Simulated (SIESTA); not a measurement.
The system is Ag.

```xyz
1
Lattice="0.0000 2.0427 2.0427 2.0427 0.0000 2.0427 2.0427 2.0427 0.0000" Properties=species:S:1:pos:R:3 pbc="T T T"
Ag    0.0000    0.0000    0.0000
```

```yaml
Program: SIESTA 5.4.2
Task: relaxation of cell and atoms
Functional: LDA
Potentials_or_basis: PseudoDojo 0.4 standard (LDA files)
Basis: DZP (energy shift 0.002 Ry)
Grid_cutoff: 800 Ry
Energy_shift: 0.002 Ry
k_mesh: 11 × 11 × 11
Occupations: fermi-dirac, width 0.05 eV
Spin: no spin polarisation
```

At the start: pressure -6.8 GPa; volume 17.05 Å³/atom.

**Question.** How do energy, volume and symmetry change on relaxing?

**Answer.** Over 4 steps the energy falls by 21.8 meV/atom and the volume is 16.11 Å³/atom (-5.5 %); space group Fm-3m (No. 225, to 0.05 Å).

The path:
| step | energy change (eV) | largest force (eV/Å) | pressure (GPa) | volume (Å³) |
| --- | --- | --- | --- | --- |
| 1 | 0.0000 | 0.0000 | -6.79 | 17.05 |
| 2 | -0.0170 | 0.0000 | -3.27 | 16.53 |
| 3 | -0.0218 | 0.0000 | 0.24 | 16.08 |
| 4 | -0.0218 | 0.0000 | 0.00 | 16.11 |

Final structure:
```
CELL_PARAMETERS angstrom
0.00000 2.00472 2.00472
2.00472 0.00000 2.00472
2.00472 2.00472 0.00000
ATOMIC_POSITIONS crystal
Ag 0.00000 0.00000 0.00000
```

Caveat: semicore shells carry a single zeta, which can move pressures by several GPa and volumes by a few percent; the basis of atomic orbitals isn't converged, which shifts pressures, moduli and gaps.
